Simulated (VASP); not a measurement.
# ZnS (Wurtzite-2H) (P6_3mc) in VASP: notebook, part 2 of 2

VASP 6.6.1. Earlier steps stand in the parts before.

## 5. Relaxation of cell and atoms, SCAN

INCAR

```
SYSTEM = ZnS
PREC = Accurate ; ENCUT = 600
EDIFF = 1E-7 ; ISMEAR = 0
SIGMA = 0.05 ; LREAL = .False.
LASPH = .True. ; NELM = 100
ALGO = Normal ; ISIF = 3
LWAVE = .False. ; LCHARG = .False.
METAGGA = SCAN ; LMIXTAU = .True.
IBRION = 2 ; NSW = 60
EDIFFG = -0.01
```

KPOINTS

```
regular mesh
0
Gamma
  8 8 5
  0 0 0
```

POSCAR

```
ZnS
1.0
    3.8110000000      0.0000000000      0.0000000000
   -1.9055000000      3.3004228138      0.0000000000
    0.0000000000      0.0000000000      6.2340000000
Zn S
2 2
Direct
    0.6666666667      0.3333333333      0.5000000000
    0.3333333333      0.6666666667      0.0000000000
    0.6666666667      0.3333333333      0.8850000000
    0.3333333333      0.6666666667      0.3850000000
```

Potentials or basis: VASP PAW PBE potentials, release 64 (Zn, S).

On the command line:

```sh
> cat potpaw_PBE.64/Zn/POTCAR potpaw_PBE.64/S/POTCAR > POTCAR
> mpirun -np 1 vasp_std > vasp.out
```

OUTCAR:

```text
SYSTEM = ZnS
   PREC = Accurate
   ENCUT = 600
   EDIFF = 1E-7
   ISMEAR = 0
   LREAL = .False.
   LASPH = .True.
   NELM = 100
   ISIF = 3
   METAGGA = SCAN
   IBRION = 2
   NSW = 60
   EDIFFG = -0.01

 ion  position               nearest neighbor table
   1  0.667  0.333  0.500-   4 2.31   4 2.31   4 2.31   3 2.40
   2  0.333  0.667  0.000-   3 2.31   3 2.31   3 2.31   4 2.40
   3  0.667  0.333  0.885-   2 2.31   2 2.31   2 2.31   1 2.40
   4  0.333  0.667  0.385-   1 2.31   1 2.31   1 2.31   2 2.40

  LATTYP: Found a hexagonal cell.
 ALAT       =     3.8110000000
 C/A-ratio  =     1.6357911309

  Lattice vectors:

 A1 = (   3.8110000000,   0.0000000000,   0.0000000000)
 A2 = (  -1.9055000000,   3.3004228138,   0.0000000000)
 A3 = (   0.0000000000,   0.0000000000,   6.2340000000)
[... 381 lines left out ...]
  ---------------------------------------------------
  free energy    TOTEN  =       -49.99099932 eV

  energy without entropy =      -49.99099932  energy(sigma->0) =      -49.99099932

 E-fermi :   2.2286     XC(G=0): -10.3835

 val. band max:        1.9801733268   @ k =   0.0000   0.0000   0.0000
 cond. band min:       4.7566801714   @ k =   0.0000   0.0000   0.0000
 fundamental gap:      2.7765068446
 Fermi energy:         2.2286410262

 k-point     1 :       0.0000    0.0000    0.0000
  band No.  band energies     occupation
      1     -11.8670      2.00000
      2     -10.8925      2.00000
      3      -4.5977      2.00000
      4      -4.5837      2.00000
      5      -4.5837      2.00000
      6      -4.4908      2.00000
[... 589 lines left out ...]
     21       7.7225      0.00000
     22       8.2139      0.00000

 [... further k-points ...]

------------------------ aborting loop because EDIFF is reached ----------------------------------------

  FORCE on cell =-STRESS in cart. coord.  units (eV):
  Direction    XX          YY          ZZ          XY          YZ          ZX
  --------------------------------------------------------------------------------------
  -------------------------------------------------------------------------------------
  Total        0.0104581      0.0104581      0.0255985      0.0000000      0.0000000      0.0000000
  in kB        0.2160053      0.2160053      0.5287222      0.0000000      0.0000000      0.0000000
  external PRESSURE =       0.3202442 kB  Pullay stress =       0.0000000 kB
[... 19 lines left out ...]
  FREE ENERGIE OF THE ION-ELECTRON SYSTEM (eV)
  ---------------------------------------------------
  free  energy   TOTEN  =       -49.9909993202 eV

  energy  without entropy=      -49.9909993202  energy(sigma->0) =      -49.99099932

 reached required accuracy - stopping structural energy minimisation
```

OSZICAR:

```text
N       E                     dE             d eps       ncg     rms          rms(c)
DAV:   1     0.212437148511E+03    0.21244E+03   -0.19539E+04  1320   0.223E+03
DAV:   2    -0.312546731582E+02   -0.24369E+03   -0.23698E+03  1350   0.409E+02
DAV:   3    -0.554034865048E+02   -0.24149E+02   -0.23989E+02  1566   0.128E+02
DAV:   4    -0.559630543508E+02   -0.55957E+00   -0.55895E+00  1578   0.198E+01
[... 148 lines left out ...]
DAV:   8    -0.499909965196E+02    0.48936E-05   -0.53812E-07  1392   0.949E-03    0.144E-03
DAV:   9    -0.499909999159E+02   -0.33963E-05   -0.20855E-07  1068   0.574E-03    0.944E-04
DAV:  10    -0.499909988232E+02    0.10927E-05   -0.78175E-08   888   0.416E-03    0.158E-04
DAV:  11    -0.499909992334E+02   -0.41013E-06   -0.65241E-09   672   0.119E-03    0.119E-04
DAV:  12    -0.499909993202E+02   -0.86841E-07   -0.12176E-09   660   0.495E-04
  10 F= -.49990999E+02 E0= -.49990999E+02  d E =-.516442E-04
```

Run time: 20 min. Hardware: 1 thread of AMD EPYC 9R45 (Zen 5), shared host; peak memory 0.23 GiB.

What came out:

```
Free energy                            : -49.9910 eV
Relaxed volume                         : 19.39 Å³/atom
Relaxed cell                           : a = 3.792 Å, b = 3.792 Å, c = 6.228 Å, α = 90.00°, β = 90.00°, γ = 120.00°
Space group after relaxing (to 0.05 Å) : P6_3mc (No. 186)
Energy gained by relaxing              : 6.4 meV/atom
Ionic steps                            : 10
Pressure after relaxing                : 0.0 GPa
Largest force after relaxing           : 0.006 eV/Å
Band gap on the k mesh                 : 2.78 eV, direct
```

Forces on the atoms (eV/Å):
```
Zn   0.000  0.000  0.006
Zn   0.000  0.000  0.006
S    0.000  0.000 -0.006
S    0.000  0.000 -0.006
```

Step by step:
```tsv
step	energy change (eV)	largest force (eV/Å)	pressure (GPa)	volume (Å³)
1	0.0000	0.3021	-0.56	78.41
2	-0.0185	0.1752	0.03	77.63
3	-0.0197	0.1200	0.24	77.44
4	-0.0237	0.0154	0.00	77.59
5	-0.0240	0.0194	0.00	77.62
6	-0.0243	0.0439	-0.03	77.68
7	-0.0253	0.0266	-0.06	77.65
8	-0.0254	0.0116	-0.05	77.65
9	-0.0254	0.0105	-0.05	77.65
10	-0.0254	0.0059	0.03	77.57
```

Final structure:
```
Zn S
1.0
     3.79241    0.00000    0.00000
    -1.89621    3.28433    0.00000
     0.00000    0.00000    6.22781
Zn S
2 2
Direct
  0.66667 0.33333 0.50536
  0.33333 0.66667 0.00536
  0.66667 0.33333 0.87964
  0.33333 0.66667 0.37964
```

Caveat: the PAW data sets were made with another functional, which shifts forces and pressure a little. SCAN opens gaps a little over a GGA but as a rule still falls short of measured ones.

## 6. Relaxation of cell and atoms, r2SCAN+rVV10

INCAR

```
SYSTEM = ZnS
  PREC = Accurate
  ENCUT = 600
  EDIFF = 1E-7
  ISMEAR = 0
  SIGMA = 0.05
  LREAL = .False.
  LASPH = .True.
  NELM = 100
  ALGO = Normal
  ISIF = 3
  LWAVE = .False.
  LCHARG = .False.
  METAGGA = R2SCAN
  LMIXTAU = .True.
  LUSE_VDW = .True.
  IVDW_NL = 2
  BPARAM = 11.95
  CPARAM = 0.0093
  IBRION = 2
  NSW = 40
  EDIFFG = -0.005
```

KPOINTS

```
Automatic mesh
0
Gamma
  8 8 5
  0 0 0
```

POSCAR is that of step 5.

Potentials or basis: VASP PAW PBE potentials, release 64 (Zn, S).

On the command line:

```sh
> cat potpaw_PBE.64/Zn/POTCAR potpaw_PBE.64/S/POTCAR > POTCAR
> mpirun -np 1 vasp_std > vasp.out
```

It took 24 min on 1 thread of AMD EPYC 9R45 (Zen 5), shared host; peak memory 0.39 GiB.

Results (log left out):

```yaml
Free_energy: -36.7119 eV
Relaxed_volume: 19.38 Å³/atom
Relaxed_cell: a = 3.792 Å, b = 3.792 Å, c = 6.226 Å, α = 90.00°, β = 90.00°, γ = 120.00°
Space_group_after_relaxing_to_0.05_Å: P6_3mc (No. 186)
Energy_gained_by_relaxing: 6.2 meV/atom
Ionic_steps: 10
Pressure_after_relaxing: 0.0 GPa
Largest_force_after_relaxing: 0.005 eV/Å
Band_gap_on_the_k_mesh: 2.78 eV, direct
```

Forces on the atoms (eV/Å):
```
Zn   0.000  0.000 -0.005
Zn   0.000  0.000 -0.005
S    0.000  0.000  0.005
S    0.000  0.000  0.005
```

Step by step:
```csv
step,energy change (eV),largest force (eV/Å),pressure (GPa),volume (Å³)
1,0.0000,0.3203,-0.71,78.41
2,-0.0185,0.1185,0.16,77.43
3,-0.0188,0.0925,0.27,77.33
4,-0.0223,0.0487,0.01,77.57
5,-0.0239,0.0281,-0.39,77.93
6,-0.0247,0.0071,0.14,77.39
7,-0.0249,0.0136,-0.02,77.55
8,-0.0249,0.0153,-0.06,77.60
9,-0.0250,0.0057,0.00,77.54
10,-0.0250,0.0049,0.01,77.54
```

Final structure:
```yaml
crystal:
  lattice:
    - [3.79203, 0.00000, 0.00000]
    - [-1.89601, 3.28399, 0.00000]
    - [0.00000, 0.00000, 6.22628]
  atoms:
    - { symbol: Zn, position: [0.66667, 0.33333, 0.50555] }
    - { symbol: Zn, position: [0.33333, 0.66667, 0.00555] }
    - { symbol: S, position: [0.66667, 0.33333, 0.87945] }
    - { symbol: S, position: [0.33333, 0.66667, 0.37945] }
```

Levels at points of the mesh, in eV from the valence-band top:
| k point | band 15 | band 16 | band 17 | band 18 | band 19 | band 20 | band 21 | band 22 |
| --- | --- | --- | --- | --- | --- | --- | --- | --- |
| (0.00, 0.00, 0.00) | -0.94 | -0.09 | 0.00 | 0.00 | 2.78 | 3.61 | 6.77 | 6.77 |
| (0.50, 0.00, 0.00) | -3.43 | -2.36 | -1.78 | -0.93 | 3.99 | 4.77 | 5.37 | 7.33 |

Caveat: the PAW data sets were made with another functional, which shifts forces and pressure a little.

## 7. For comparison

An earlier run on the cell as given: functional PBEsol; potentials or basis VASP PAW PBE potentials, release 64 (Zn, S); cutoff 520 eV; k mesh 8 × 8 × 5; occupations fermi-dirac, width 0.05 eV; no spin polarisation.

- Pressure: -1.1 GPa
- Largest force: 0.309 eV/Å
- Band gap on the k mesh: 2.12 eV, direct

## 8. The runs side by side

```csv
task,level,cell,cutoff (eV),smearing,ladder,gap on the mesh (eV),pressure (GPa),relaxed volume (Å³/atom),largest force (eV/Å)
relaxation of cell and atoms,r2SCAN,relaxed,600,gaussian 0.05 eV,-,2.79,0.1,19.58,-
relaxation of cell and atoms,SCAN,relaxed,600,gaussian 0.05 eV,-,2.78,0.0,19.39,0.01
relaxation of cell and atoms,r2SCAN+rVV10,relaxed,600,gaussian 0.05 eV,-,2.78,0.0,19.38,-
single point,PBEsol,as given,520,fermi-dirac 0.05 eV,free,2.12,-1.1,-,0.31
```

Alike in all rows: potentials or basis VASP PAW PBE potentials, release 64 (Zn, S); no spin polarisation; k mesh 8 × 8 × 5.

Caveats: the PAW data sets were made with another functional, which shifts forces and pressure a little.

Absolute energies hang on the potentials; compare differences alone.
